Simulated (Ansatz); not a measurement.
# EuS: the cost of one run

Program: Ansatz 0.2.0. Level of theory: DFT LDA without U, plane waves, PAW, no spin–orbit coupling unless a run says so. These are calculated values, not measurements.

**1. The system as given**

The structure is cubic, space group Fm-3m (No. 225). The conventional cell has a = 5.957 Å, b = 5.957 Å, c = 5.957 Å, α = 90.00°, β = 90.00°, γ = 90.00°. Eu (site symmetry m-3m) has 6 S at 2.98 Å as nearest neighbours. S (site symmetry m-3m) is surrounded by 6 Eu at 2.98 Å.

Coordinates:

```xyz
2
Lattice="0.0000 2.9785 2.9785 2.9785 0.0000 2.9785 2.9785 2.9785 0.0000" Properties=species:S:1:pos:R:3 pbc="T T T"
Eu    2.9785    2.9785    2.9785
S     0.0000    0.0000    0.0000
```

**2. Ferromagnetic start, free, symmetry kept, no search**

Contents of input.yaml:

```yaml
crystal:
  lattice:
    - [0.0, 2.97850187, 2.97850187]
    - [2.97850187, 0.0, 2.97850187]
    - [2.97850187, 2.97850187, 0.0]
  atoms:
    - { symbol: Eu, position: [0.5, 0.5, 0.5], spin: 7.0 }
    - { symbol: S, position: [0.0, 0.0, 0.0] }
basis:
  ecutwfc: 420
  ecutrho_ratio: 4
kpoints:
  mp_grid: { grid: [6, 6, 6] }
hamiltonian:
  xc: lda
scf:
  occupations: { method: gaussian, width: 0.05 }
  lower_state_search: "off"
  max_iter: 150
output:
  forces: true
  stress: true
  eigenvalues: true
  populations: true
  hubbard: { sites: [{ site: 0, l: f }] }
magnetization:
  spin_polarized: true
```

On the command line:

```sh
$ ansatz run input.yaml --threads 2 --pin off --max-ram 3072MiB --backend cpu --events-out ev --progress --plain --runs-dir out
```

**Question.** How long does this run take on 2 threads of Arm Neoverse V1, shared host, and how much memory does it need?

About 2.3 s, with a peak of 0.31 GiB.
